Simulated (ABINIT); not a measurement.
# CsH (Fm-3m): a worked LO-TO splitting

Aim: work out the LO frequency and the static dielectric constant of CsH (Fm-3m) from one linear-response run, then check them.

Program: ABINIT 10.8.3. Level of theory: DFT LDA, scalar-relativistic, plane waves, PseudoDojo norm-conserving pseudopotentials. Results are calculated unless marked as measured.

The database entry behind the starting cell differs from later determinations by our own check (0.1 to 0.3 % short, probably kX units), so it need not match the best structure at ambient conditions.

### 1. The relaxed structure

It takes space group Fm-3m (No. 225, cubic). Conventional cell: a = 6.095 Å, b = 6.095 Å, c = 6.095 Å, α = 90.00°, β = 90.00°, γ = 90.00°. Cs has 6 H at 3.05 Å nearest. H has 6 Cs at 3.05 Å nearest. Farther neighbours are not listed.

This is the cell after its relaxation at this level of theory, not the database cell from which that began.

### 2. What the response run gave

A linear-response run on the relaxed cell, with the response to an electric field; only its zone-centre results are used. Cutoff 31 Ha, k mesh 6×6×6.

Numbers of over 12 decimals in the logs are rounded to 6 here.

The log of the run:

```text
[banners, grids, parts of the stress and lines that vanish by symmetry left out]
- input  file    -> dfpt_gamma.abi
- output file    -> dfpt_gamma.abo
- root for input  files -> dfpt_gammai
[...]
DATASET    1 : space group Fm -3 m (#225); Bravais cF (face-center cubic)
[...]
nfft =       91125          nkpt =         112
[...]
DATASET    2 : space group Fm -3 m (#225); Bravais cF (face-center cubic)
[...]
nfft =       91125          nkpt =         112
[...]
== DATASET  1 ==================================================================
[...]
cutoff_energies: {ecut:  31.0, pawecutdg:  -1.0, }
[...]
-  1.00000   1.00000  180309                  znucl, zion, pspdat
[...]
Perturbation : derivative vs k along direction   1
[...]
-ETOT  1  -10.151744485104     -1.015E+01 8.486E-02 0.000E+00
 ETOT  2  -10.157700079405     -5.956E-03 4.817E-04 0.000E+00
 ETOT  3  -10.157857858125     -1.578E-04 2.670E-05 0.000E+00
 ETOT  4  -10.157864502262     -6.644E-06 1.422E-06 0.000E+00
 ETOT  5  -10.157864837957     -3.357E-07 1.143E-07 0.000E+00
[...]
At SCF step   17   max residual=  9.99E-21 < tolwfr=  1.00E-20 =>converged.
[...]
Perturbation : derivative vs k along direction   2
[...]
-ETOT  1  -10.151753491345     -1.015E+01 8.486E-02 0.000E+00
[...]
At SCF step   17   max residual=  9.99E-21 < tolwfr=  1.00E-20 =>converged.
[...]
Perturbation : derivative vs k along direction   3
[...]
-ETOT  1  -10.151744484713     -1.015E+01 8.486E-02 0.000E+00
[...]
At SCF step   17   max residual=  9.99E-21 < tolwfr=  1.00E-20 =>converged.
[...]
1        1       1.9532408504   -0.0000000000
     1        2      -0.9766204252    0.0000000000
     1        3      -0.9766204252    0.0000000000
     2        1      -0.9766204252    0.0000000000
     2        2       1.9532408504   -0.0000000000
     2        3       0.9766204252    0.0000000000
     3        1      -0.9766204252    0.0000000000
     3        2       0.9766204252    0.0000000000
     3        3       1.9532408504    0.0000000000
[...]
== DATASET  2 ==================================================================
[...]
cutoff_energies: {ecut:  31.0, pawecutdg:  -1.0, }
[...]
Perturbation : displacement of atom   1   along direction   1
[...]
-ETOT  1  0.862308     -6.194E+02 3.075E+00 5.049E+01
[...]
At SCF step   10       vres2   =  6.73E-12 < tolvrs=  1.00E-10 =>converged.
[...]
Perturbation : displacement of atom   2   along direction   1
[...]
-ETOT  1  0.774998     -6.263E+01 2.691E-01 1.348E+03
[...]
At SCF step   10       vres2   =  5.13E-11 < tolvrs=  1.00E-10 =>converged.
[...]
Perturbation : homogeneous electric field along direction   1
[...]
-ETOT  1  -66.681960924270     -6.668E+01 5.732E+00 1.967E+04
[...]
ETOT 10  -71.757797701634     -1.662E-10 1.737E-11 2.176E-09
 ETOT 11  -71.757797701644     -9.663E-12 1.288E-12 1.751E-11
 At SCF step   11       vres2   =  1.75E-11 < tolvrs=  1.00E-10 =>converged.
[...]
Dielectric tensor, in cartesian coordinates,
[...]
1    4   1    4         3.6442363237        -0.0000000000
   1    4   2    4        -0.0000000000        -0.0000000000
   1    4   3    4        -0.0000000000        -0.0000000000
   2    4   1    4        -0.0000000000        -0.0000000000
   2    4   2    4         3.6442363237        -0.0000000000
   2    4   3    4         0.0000000000        -0.0000000000
   3    4   1    4        -0.0000000000        -0.0000000000
   3    4   2    4         0.0000000000        -0.0000000000
   3    4   3    4         3.6442363237        -0.0000000000
  Effective charges, in cartesian coordinates,
[...]
1    1   1    4         1.1545528151         0.0000000000
   2    1   1    4         0.0000000000         0.0000000000
   3    1   1    4        -0.0000000000         0.0000000000
   1    2   1    4        -1.1588768308         0.0000000000
   2    2   1    4         0.0000000000         0.0000000000
[...]
Effective charges, in cartesian coordinates,
[...]
2    4   1    2         0.0000000000         0.0000000000
   3    4   1    2         0.0000000000         0.0000000000
   1    4   2    2        -0.0000000000         0.0000000000
   2    4   2    2        -1.1588768510         0.0000000000
   3    4   2    2         0.0000000000         0.0000000000
   1    4   3    2         0.0000000000         0.0000000000
   2    4   3    2         0.0000000000         0.0000000000
   3    4   3    2        -1.1588768510         0.0000000000
  Phonon wavevector (reduced coordinates) :  0.00000  0.00000  0.00000
 Phonon energies in Hartree :
[...]
Phonon frequencies in cm-1    :
-  7.775870E-02  7.775926E-02  7.776097E-02  4.522323E+02  4.522323E+02
-  4.522323E+02
  Phonon at Gamma, with non-analyticity in the
[...]
Phonon energies in Hartree :
[...]
Phonon frequencies in cm-1    :
-  7.775870E-02  7.775926E-02  1.379456E-01  4.522323E+02  4.522323E+02
-  7.244092E+02
  Phonon at Gamma, with non-analyticity in the
[...]
Phonon energies in Hartree :
[...]
Phonon frequencies in cm-1    :
-  7.775870E-02  7.776097E-02  1.379447E-01  4.522323E+02  4.522323E+02
-  7.244092E+02
  Phonon at Gamma, with non-analyticity in the
[...]
Phonon energies in Hartree :
[...]
Phonon frequencies in cm-1    :
-  7.775926E-02  7.776097E-02  1.379443E-01  4.522323E+02  4.522323E+02
-  7.244092E+02
[...]
fcart2     0.0000000000E+00  0.0000000000E+00  0.0000000000E+00
           strten2     0.0000000000E+00  0.0000000000E+00  0.0000000000E+00
================================================================================
```

| quantity | value |
| --- | --- |
| cell volume Ω (Å³) | 56.600 |
| mass of Cs (u) | 132.905 |
| mass of H (u) | 1.008 |
| Born charge of Cs, raw (e) | 1.155 |
| Born charge of H, raw (e) | -1.159 |
| ε∞ | 3.644 |
| ω(TO) after the sum rule (cm⁻¹) | 452.2 |

### 3. The calculation

The charges must sum to zero over the cell; taking off their mean, -0.002 e, leaves Z* = 1.157 e on Cs. In the polar mode Cs moves against H, so the reduced mass is μ = 132.91 × 1.01 / 133.91 = 1.000 u.

A longitudinal wave builds up a field that adds to the restoring force: ω(LO)² = ω(TO)² + 4π Z*² / (μ Ω ε∞), in Hartree atomic units. With μ = 1824 electron masses and Ω = 381.96 bohr³ the second term is 6.6242e-06 Ha², or 319083 cm⁻² (1 Ha = 219474.6 cm⁻¹).

So ω(LO) = √(204512 + 319083) = 723.6 cm⁻¹, and by the Lyddane-Sachs-Teller relation ε₀ = ε∞ (ω(LO)/ω(TO))² = 9.33.

### 4. Check against the program

The analysis program adds the same non-analytic term to the full matrix.

The log of the run:

```text
[banners, grids, parts of the stress and lines that vanish by symmetry left out]
-outvars_anaddb: echo values of input variables ----------------------

 Flags :
[...]
Dielectric Tensor and Effective Charges
[...]
Effective charge tensors after
[...]
Phonon wavevector (reduced coordinates) :  0.00000  0.00000  0.00000
 Phonon energies in Hartree :
[...]
Phonon energies in meV     :
-  0.000000E+00  0.000000E+00  0.000000E+00  5.606959E+01  5.606959E+01
-  5.606959E+01
 Phonon frequencies in cm-1    :
-  0.000000E+00  0.000000E+00  0.000000E+00  4.522317E+02  4.522317E+02
-  4.522317E+02
 Phonon frequencies in Thz     :
-  0.000000E+00  0.000000E+00  0.000000E+00  1.355757E+01  1.355757E+01
-  1.355757E+01
 Phonon energies in Kelvin  :
-  0.000000E+00  0.000000E+00  0.000000E+00  6.506605E+02  6.506605E+02
-  6.506605E+02
[...]
-  1  0.00000000E+00  0.00000000E+00  2.02398817E-03
-     0.00000000E+00  0.00000000E+00  0.00000000E+00
-  2  0.00000000E+00  0.00000000E+00  2.02399342E-03
-     0.00000000E+00  0.00000000E+00  0.00000000E+00
[...]
-  1  0.00000000E+00 -2.02398817E-03  0.00000000E+00
-     0.00000000E+00  0.00000000E+00  0.00000000E+00
-  2  0.00000000E+00 -2.02399342E-03  0.00000000E+00
-     0.00000000E+00  0.00000000E+00  0.00000000E+00
[...]
-  1  2.02398818E-03  0.00000000E+00  0.00000000E+00
-     0.00000000E+00  0.00000000E+00  0.00000000E+00
-  2  2.02399343E-03  0.00000000E+00  0.00000000E+00
-     0.00000000E+00  0.00000000E+00  0.00000000E+00
[...]
-  1  0.00000000E+00  0.00000000E+00  1.76260522E-04
-     0.00000000E+00  0.00000000E+00  0.00000000E+00
-  2 -1.52908412E-06  7.44032375E-06 -2.32413831E-02
-     0.00000000E+00  0.00000000E+00  0.00000000E+00
[...]
-  1  0.00000000E+00  1.76260517E-04  0.00000000E+00
-     0.00000000E+00  0.00000000E+00  0.00000000E+00
-  2 -5.73032918E-06 -2.32413825E-02 -7.43994653E-06
-     0.00000000E+00  0.00000000E+00  0.00000000E+00
[...]
-  1  1.76260526E-04  0.00000000E+00  0.00000000E+00
-     0.00000000E+00  0.00000000E+00  0.00000000E+00
-  2 -2.32413836E-02  5.72983939E-06  1.53091846E-06
-     0.00000000E+00  0.00000000E+00  0.00000000E+00
[...]
-     1          0.000000    -0.000000    -0.000002     0.000002
-     2         -0.000000     0.000002    -0.000000     0.000002
-     3         -0.000002    -0.000000    -0.000000     0.000002
-     4          0.000077    -0.000373     1.165454     1.165454
-     5          0.000287     1.165454     0.000373     1.165454
-     6          1.165454    -0.000287    -0.000077     1.165454
[...]
-   1     Real    0.0000E+00  0.0000E+00  0.0000E+00  0.0000E+00  0.0000E+00  0.0000E+00  0.0000E+00
[...]
-  8.971457E+01
 Phonon frequencies in cm-1    :
-  0.000000E+00  0.000000E+00  0.000000E+00  4.522317E+02  4.522317E+02
-  7.235968E+02
 Phonon frequencies in Thz     :
-  0.000000E+00  0.000000E+00  0.000000E+00  1.355757E+01  1.355757E+01
-  2.169289E+01
 Phonon energies in Kelvin  :
-  0.000000E+00  0.000000E+00  0.000000E+00  6.506605E+02  6.506605E+02
-  1.041094E+03
[...]
-  1  0.00000000E+00  0.00000000E+00  2.02398817E-03
-     0.00000000E+00  0.00000000E+00  0.00000000E+00
-  2  0.00000000E+00  0.00000000E+00  2.02399342E-03
-     0.00000000E+00  0.00000000E+00  0.00000000E+00
[...]
Phonon at Gamma, with non-analyticity in the
[...]
Phonon energies in Hartree :
[...]
Phonon energies in meV     :
-  0.000000E+00  0.000000E+00  0.000000E+00  5.606959E+01  5.606959E+01
-  8.971457E+01
 Phonon frequencies in cm-1    :
-  0.000000E+00  0.000000E+00  0.000000E+00  4.522317E+02  4.522317E+02
-  7.235968E+02
 Phonon frequencies in Thz     :
-  0.000000E+00  0.000000E+00  0.000000E+00  1.355757E+01  1.355757E+01
-  2.169289E+01
 Phonon energies in Kelvin  :
-  0.000000E+00  0.000000E+00  0.000000E+00  6.506605E+02  6.506605E+02
-  1.041094E+03
[...]
Phonon at Gamma, with non-analyticity in the
[...]
Phonon energies in Hartree :
[...]
Phonon energies in meV     :
-  0.000000E+00  0.000000E+00  0.000000E+00  5.606959E+01  5.606959E+01
-  8.971457E+01
 Phonon frequencies in cm-1    :
-  0.000000E+00  0.000000E+00  0.000000E+00  4.522317E+02  4.522317E+02
-  7.235968E+02
 Phonon frequencies in Thz     :
-  0.000000E+00  0.000000E+00  0.000000E+00  1.355757E+01  1.355757E+01
-  2.169289E+01
 Phonon energies in Kelvin  :
-  0.000000E+00  0.000000E+00  0.000000E+00  6.506605E+02  6.506605E+02
-  1.041094E+03
[...]
-  1  1.63857874E-05 -2.02336198E-03 -4.76021458E-05
-     0.00000000E+00  0.00000000E+00  0.00000000E+00
-  2  1.63869131E-05 -2.02336615E-03 -4.76011862E-05
-     0.00000000E+00  0.00000000E+00  0.00000000E+00
[...]
-  1  2.02388795E-03  1.61054657E-05  1.20970231E-05
-     0.00000000E+00  0.00000000E+00  0.00000000E+00
-  2  2.02389212E-03  1.61044257E-05  1.20959727E-05
-     0.00000000E+00  0.00000000E+00  0.00000000E+00
[...]
-  1  2.99491620E-05  1.06931831E-04 -1.36880993E-04
-     0.00000000E+00  0.00000000E+00  0.00000000E+00
-  2 -3.94904054E-03 -1.40998314E-02  1.80488720E-02
-     0.00000000E+00  0.00000000E+00  0.00000000E+00
[...]
-  1  1.40765400E-04 -9.63194349E-05 -4.44459647E-05
-     0.00000000E+00  0.00000000E+00  0.00000000E+00
-  2 -1.85610626E-02  1.27005007E-02  5.86056186E-03
-     0.00000000E+00  0.00000000E+00  0.00000000E+00
[...]
Direction                     Dielectric constant
[...]
0.00000   0.00000   1.00000      9.32991620
   1.00000   1.00000   1.00000      9.32991620
-
```

| quantity | by hand | program |
| --- | --- | --- |
| ω(LO) (cm⁻¹) | 723.6 | 723.6 |
| ε₀ | 9.33 | 9.33 |

### 5. Outcome

| Property | Result |
| --- | --- |
| TO mode | 452.2 cm⁻¹ |
| LO mode | 723.6 cm⁻¹ |
| static dielectric constant | 9.330 |

**Reading.** The LO mode of CsH (Fm-3m) lies at 724 cm⁻¹, 271 cm⁻¹ above the TO mode; the formula meets the program within 0.1 cm⁻¹, as it must for a cubic crystal with one polar mode. ω(LO)² − ω(TO)² goes with Z*²/ε∞: an error of 5 % in ε∞ would move the LO mode by 10.6 cm⁻¹, and semilocal functionals tend to overestimate ε∞. These are harmonic values at zero temperature, at the volume of this functional, for the structure held cubic; stability elsewhere in the zone is no part of this calculation.

[Host names and launcher messages were left out of these logs when they were recorded.]

[Logs are printed without paths, hosts, clocks, repeated set-up lines and the standing remarks that a program may print on its own settings, such as how far it seeks lower states.]

[Hosts, paths, dates, database ids (printed as entryN), source tags and the programs' standing remarks are cut or masked in the printed files.]
